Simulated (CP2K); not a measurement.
Runs of CP2K 2026.2 on Au. Symmetry: P6_3/mmc, No. 194, hexagonal system. Conventional cell: a = 2.900 Å, b = 2.900 Å, c = 4.880 Å, α = 90.00°, β = 90.00°, γ = 120.00°. Au (site symmetry -6m2) has 12 Au at 2.90 to 2.96 Å as nearest neighbours. This isn't the form of Au at room conditions, which is fcc.

```tsv
level	cutoff of the non-local correlation (Ry)	gap on the mesh (eV)	pressure (GPa)
TASK	-	none	(a)
LDA	-	none	(b)
PBEsol	-	none	-0.9
vdW-DF-cx	300	none	1.5
HLE16	-	none	-16.8
PW91	-	none	7.0
```

Alike in all rows: task atomic charges; potentials or basis POTENTIAL_UZH Au GTH-PBE-q11; TZVP-MOLOPT-PBE-GTH basis; no spin polarisation; cell as given; k mesh 11 × 11 × 6; smearing fermi-dirac 0.05 eV.

Question: Estimate the missing entries.

Answer: (a) -7.1; (b) -3.3.

Caveats: the potentials were made for another functional, which shifts forces and pressure; the basis of atomic orbitals isn't converged, which shifts pressures, moduli and gaps; the potentials were made for a functional far from this one (some runs).

A k mesh can miss the band edges, and the runs leave out spin-orbit coupling on Au.

A gap of «none» marks a metal or a gap under the smearing width.

Runs at the PBE level aren't shown here.
